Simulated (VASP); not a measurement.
# NaCl (Pm-3m) in VASP: relaxation of cell and atoms with PBEsol

Aim: the relaxation of cell and atoms of NaCl with PBEsol.

All numbers are computed with VASP 6.6.1; they aren't measurements. Logs are shortened: lines on timing, memory, paths and dates and some standing lists are left out, and cuts for length are marked.

## (1) Starting point

Symmetry: Pm-3m, No. 221, cubic system. The conventional cell has a = 3.000 Å, b = 3.000 Å, c = 3.000 Å, α = 90.00°, β = 90.00°, γ = 90.00°. Around Na (site symmetry m-3m) lie 8 Cl at 2.60 Å. Cl (site symmetry m-3m) is surrounded by 8 Na at 2.60 Å.

Measurements of this composition are mostly on another form, of space group No. 225.

## (2) Relaxation of cell and atoms, PBEsol, target pressure 32 GPa, at which the enthalpy is minimised

File INCAR:

```
PREC     = Accurate       # precision mode
ENCUT    = 600            # plane-wave cutoff, eV
EDIFF    = 1E-7           # SCF threshold, eV
ISMEAR   = 0              # smearing method
SIGMA    = 0.03           # smearing width, eV
LREAL    = F              # projectors in reciprocal space
LASPH    = T              # aspherical terms in the spheres
NELM     = 80             # most SCF steps
ALGO     = Normal         # electronic algorithm
ISIF     = 3              # what is computed and relaxed
LWAVE    = F              # write WAVECAR
LCHARG   = F              # write CHGCAR
GGA      = PS             # functional
IBRION   = 2              # ionic algorithm
NSW      = 90             # ionic steps
EDIFFG   = -0.005         # ionic threshold
PSTRESS  = 320.0
```

File KPOINTS:

```
regular mesh
0
Gamma
  8 8 8
```

File POSCAR:

```
NaCl                                    
1.0
    3.0002412356     -0.0000000000      0.0000000000
   -0.0000000000      3.0002412356     -0.0000000000
   -0.0000000000     -0.0000000000      3.0002412356
  Na              Cl            
     1     1
Direct
     0.0000000000000000    0.0000000000000000    0.0000000000000000
     0.5000000000000000    0.5000000000000000    0.5000000000000000
```

Potentials or basis: VASP PAW PBE potentials, release 64 (Na_pv, Cl).

Started as:

```console
$ cat potpaw_PBE.64/Na_pv/POTCAR potpaw_PBE.64/Cl/POTCAR > POTCAR
$ mpirun -np 1 vasp_std > vasp.out
```

OUTCAR:

```text
PREC = Accurate
   ENCUT = 600
   EDIFF = 1E-7
   ISMEAR = 0
   LREAL = F
   LASPH = T
   NELM = 80
   ISIF = 3
   GGA = PS
   IBRION = 2
   NSW = 90
   EDIFFG = -0.005
   PSTRESS = 320.0

 ion  position               nearest neighbor table
   1  0.000  0.000  0.000-   2 2.60   2 2.60   2 2.60   2 2.60   2 2.60   2 2.60   2 2.60   2 2.60

   2  0.500  0.500  0.500-   1 2.60   1 2.60   1 2.60   1 2.60   1 2.60   1 2.60   1 2.60   1 2.60

  LATTYP: Found a simple cubic cell.
 ALAT       =     3.0002412356

  Lattice vectors:

 A1 = (   3.0002412356,   0.0000000000,   0.0000000000)
 A2 = (   0.0000000000,   3.0002412356,   0.0000000000)
 A3 = (   0.0000000000,   0.0000000000,   3.0002412356)

Analysis of symmetry for initial positions (statically):
=====================================================================
 Subroutine PRICEL returns:
 Original cell was already a primitive cell.

 Routine SETGRP: Setting up the symmetry group for a
 simple cubic supercell.

 Subroutine GETGRP returns: Found 48 space group operations
 (whereof 48 operations were pure point group operations)
 out of a pool of 48 trial point group operations.

The static configuration has the point symmetry O_h .

Analysis of symmetry for dynamics (positions and initial velocities):
=====================================================================
 Subroutine PRICEL returns:
 Original cell was already a primitive cell.

 Routine SETGRP: Setting up the symmetry group for a
 simple cubic supercell.

 Subroutine GETGRP returns: Found 48 space group operations
 (whereof 48 operations were pure point group operations)
 out of a pool of 48 trial point group operations.

The dynamic configuration has the point symmetry O_h .

 Subroutine INISYM returns: Found 48 space group operations
 (whereof 48 operations are pure point group operations),
 and found     1 'primitive' translations

----------------------------------------------------------------------------------------

                                     Primitive cell

  volume of cell :      27.0065

  direct lattice vectors                    reciprocal lattice vectors
     3.000241236  0.000000000  0.000000000     0.333306532  0.000000000  0.000000000
     0.000000000  3.000241236  0.000000000     0.000000000  0.333306532  0.000000000
     0.000000000  0.000000000  3.000241236     0.000000000  0.000000000  0.333306532

  length of vectors
     3.000241236  3.000241236  3.000241236     0.333306532  0.333306532  0.333306532

  position of ions in fractional coordinates (direct lattice)
     0.000000000  0.000000000  0.000000000
     0.500000000  0.500000000  0.500000000

  ion indices of the primitive-cell ions
   primitive index   ion index
                 1           1
                 2           2

----------------------------------------------------------------------------------------

 KPOINTS: regular mesh

Automatic generation of k-mesh.
 Grid dimensions read from file:
 generate k-points for:    8    8    8

 Generating k-lattice:

  Cartesian coordinates                     Fractional coordinates (reciprocal lattice)
     0.041663316  0.000000000  0.000000000     0.125000000  0.000000000  0.000000000
     0.000000000  0.041663316  0.000000000     0.000000000  0.125000000  0.000000000
     0.000000000  0.000000000  0.041663316     0.000000000  0.000000000  0.125000000

  Length of vectors
     0.041663316  0.041663316  0.041663316

  Shift w.r.t. Gamma in fractional coordinates (k-lattice)
     0.000000000  0.000000000  0.000000000

 Subroutine IBZKPT returns following result:
 ===========================================

 Found     35 irreducible k-points:

 Following reciprocal coordinates:
            Coordinates               Weight
  0.000000  0.000000  0.000000      1.000000
  0.125000  0.000000  0.000000      6.000000
  0.250000  0.000000  0.000000      6.000000
  0.375000  0.000000  0.000000      6.000000
  0.500000  0.000000  0.000000      3.000000
  0.125000  0.125000  0.000000     12.000000
[... 16 lines left out ...]
  0.375000  0.375000  0.125000     24.000000
  0.500000  0.375000  0.125000     24.000000
 [... further k-points ...]
   k-points           NKPTS =     35   k-points in BZ     NKDIM =     35   number of bands    NBANDS=     11
   number of dos      NEDOS =    301   number of ions     NIONS =      2
   total plane-waves  NPLWV =  13824
   dimension x,y,z NGX =    24 NGY =   24 NGZ =   24
   dimension x,y,z NGXF=    48 NGYF=   48 NGZF=   48
   ions per type =               1   1
   NGX,Y,Z   is equivalent  to a cutoff of  13.30, 13.30, 13.30 a.u.
   NGXF,Y,Z  is equivalent  to a cutoff of  26.60, 26.60, 26.60 a.u.
 SYSTEM =  unknown system
   PREC   = accura    normal or accurate (medium, high low for compatibility)
   ISTART =      0    job   : 0-new  1-cont  2-samecut
   ICHARG =      2    charge: 1-file 2-atom 10-const
   ISPIN  =      1    spin polarized calculation?
   LNONCOLLINEAR =      F non collinear calculations
   LSORBIT =      F    spin-orbit coupling
   LASPH  =      T    aspherical Exc in radial PAW
   ENCUT  =  600.0 eV  44.10 Ry    6.64 a.u.   5.99  5.99  5.99*2*pi/ulx,y,z
   NELM   =     80;   NELMIN=  2; NELMDL= -5     # of ELM steps
   EDIFF  = 0.1E-06   stopping-criterion for ELM
   LREAL  =      F    real-space projection
   EDIFFG = -.5E-02   stopping-criterion for IOM
   NSW    =     90    number of steps for IOM
   IBRION =      2    ionic relax: 0-MD 1-quasi-New 2-CG
   NFREE  =      1    steps in history (QN), initial steepest desc. (CG)
   ISIF   =      3    stress and relaxation
   ISYM   =      2    0-nonsym 1-usesym 2-fastsym
   POTIM  = 0.5000    time-step for ionic-motion
   TEBEG  =    0.0;   TEEND  =   0.0 temperature during run
   PSTRESS=  320.0 pullay stress
   NELECT =      14.0000    total number of electrons
   NUPDOWN=      -1.0000    fix difference up-down
   EMIN   =  10.00;   EMAX   =-10.00  energy-range for DOS
   EFERMI =   0.00;   METHOD = LEGACY
   ISMEAR =     0;   SIGMA  =   0.03  broadening in eV -4-tet -1-fermi 0-gaus
   EFERMI_NEDOS =   21; number of points for ismear=-14 and -15
   IALGO  =     38    algorithm
   IMIX   =      4    mixing-type and parameters
     AMIX     =   0.40;   BMIX     =  1.00
     AMIX_MAG =   1.60;   BMIX_MAG =  1.00
  volume/ion in A,a.u.               =      13.50        91.12
  Fermi-wavevector in a.u.,A,eV,Ry     =   1.315108  2.485193 23.531390  1.729508
  Thomas-Fermi vector in A             =   2.445314
   LORBIT       =      0    0 simple, 1 ext, 2 COOP (PROOUT), +10 PAW based schemes
   GGA     = PS    functional components
   LHFCALC =     F    Hartree Fock is set to
   AEXX    =    0.0000 exact exchange contribution
   IVDW    =     0    specifies the selected vdW correction
   LEPSILON=     F    determine dielectric tensor
   LRPA    =     F    only Hartree local field effects (RPA)
 conjugate gradient relaxation of ions
 non-spin polarized calculation
 Gauss-broadening in eV      SIGMA  =   0.03
  energy-cutoff  :      600.00
  volume of cell :       27.01
 maximum number of plane-waves:       920
 NGX is ok and might be reduce to    24
   NGX = 11   NGY = 11   NGZ = 11

 number of electron      13.9999982 magnetization

 Free energy of the ion-electron system (eV)
  ---------------------------------------------------
  ext. energy  EPLUGINS =         0.00000000
  ---------------------------------------------------
  free energy    TOTEN  =        -5.78703499 eV

  energy without entropy =       -5.78703499  energy(sigma->0) =       -5.78703499

 E-fermi :   5.0333     XC(G=0): -10.8075

 val. band max:        4.7960613200   @ k =   0.5000   0.5000   0.0000
 cond. band min:       9.5055430968   @ k =   0.5000   0.5000   0.0000
 fundamental gap:      4.7094817769
 Fermi energy:         5.0332749629

 k-point     1 :       0.0000    0.0000    0.0000
  band No.  band energies     occupation
      1     -17.3380      2.00000
      2     -17.3380      2.00000
      3     -17.3380      2.00000
      4     -11.0294      2.00000
      5       3.7576      2.00000
      6       3.7576      2.00000
      7       3.7576      2.00000
      8      10.8695      0.00000
      9      12.0128      0.00000
     10      12.0128      0.00000
     11      22.2308      0.00000

 k-point     2 :       0.1250    0.0000    0.0000
  band No.  band energies     occupation
      1     -17.3787      2.00000
      2     -17.3347      2.00000
      3     -17.3347      2.00000
      4     -10.8766      2.00000
      5       2.7771      2.00000
      6       3.8152      2.00000
      7       3.8152      2.00000
      8      11.3307      0.00000
      9      12.2395      0.00000
     10      13.0803      0.00000
     11      20.9390      0.00000

 k-point     3 :       0.2500    0.0000    0.0000
  band No.  band energies     occupation
      1     -17.4740      2.00000
      2     -17.3266      2.00000
      3     -17.3266      2.00000
      4     -10.4802      2.00000
      5       0.9962      2.00000
      6       3.9604      2.00000
      7       3.9604      2.00000
      8      12.0307      0.00000
      9      12.8954      0.00000
     10      15.4753      0.00000
     11      19.1045      0.00000
[... 267 lines left out ...]
 k-point    23 :       0.3750    0.3750    0.1250
  band No.  band energies     occupation
      1     -17.4932      2.00000
      2     -17.4747      2.00000
      3     -17.3279      2.00000
      4      -9.3090      2.00000
      5       0.5606      2.00000
      6       0.7220      2.00000
      7       3.8542      2.00000
      8      10.9528      0.00000
      9      15.1324      0.00000
     10      15.8004      0.00000
     11      16.6763      0.00000

 k-point    24 :       0.5000    0.3750    0.1250
  band No.  band energies     occupation
      1     -17.5120      2.00000
      2     -17.4722      2.00000
      3     -17.3246      2.00000
      4      -9.1807      2.00000
      5       0.1657      2.00000
      6       0.8376      2.00000
      7       3.9586      2.00000
      8      10.3535      0.00000
      9      15.3188      0.00000
     10      15.5803      0.00000
     11      16.6344      0.00000

 [... further k-points ...]
[... 5 lines left out ...]
  --------------------------------------------------------------------------------------
  -------------------------------------------------------------------------------------
  Total        5.3938571      5.3938571      5.3938571     -0.0000000     -0.0000000     -0.0000000
  in kB      319.9937490    319.9937490    319.9937490     -0.0000000     -0.0000000     -0.0000000
  external PRESSURE =      -0.0062510 kB  Pullay stress =     320.0000000 kB

 VOLUME and BASIS-vectors are now :
 -----------------------------------------------------------------------------
  energy-cutoff  :      600.00
  volume of cell :       27.01
      direct lattice vectors                 reciprocal lattice vectors
     3.000241236  0.000000000  0.000000000     0.333306532  0.000000000  0.000000000
     0.000000000  3.000241236  0.000000000     0.000000000  0.333306532  0.000000000
     0.000000000  0.000000000  3.000241236     0.000000000  0.000000000  0.333306532

 POSITION                                       TOTAL-FORCE (eV/Angst)
 -----------------------------------------------------------------------------------
      0.00000      0.00000      0.00000         0.000000      0.000000      0.000000
      1.50012      1.50012      1.50012         0.000000      0.000000      0.000000
 -----------------------------------------------------------------------------------
    total drift:                                0.000000     -0.000000     -0.000000

  FREE ENERGIE OF THE ION-ELECTRON SYSTEM (eV)
  ---------------------------------------------------
  free  energy   TOTEN  =        -5.7870349922 eV

  energy  without entropy=       -5.7870349922  energy(sigma->0) =       -5.78703499

  enthalpy is  TOTEN    =        -0.3930724879 eV   P V=        5.3939625043

 reached required accuracy - stopping structural energy minimisation
```

Wall time 5.1 s (1 thread of Intel Xeon Platinum 8559C (Emerald Rapids), shared host); peak memory 0.13 GiB.

Results:

```
Free energy             : -5.7870 eV
Pressure after relaxing : 32.0 GPa
Band gap on the k mesh  : 4.71 eV, direct
```

Final structure:
```yaml
crystal:
  lattice:
    - [3.00024, 0.00000, 0.00000]
    - [0.00000, 3.00024, 0.00000]
    - [0.00000, 0.00000, 3.00024]
  atoms:
    - { symbol: Na, position: [0.00000, 0.00000, 0.00000] }
    - { symbol: Cl, position: [0.50000, 0.50000, 0.50000] }
```

Caveat: the relaxation stopped at its first step, so nothing moved; the cell is relaxed towards a set pressure, so the enthalpy falls and the energy may rise; the PAW data sets were made with another functional, which shifts forces and pressure a little. A k mesh can miss the band edges.
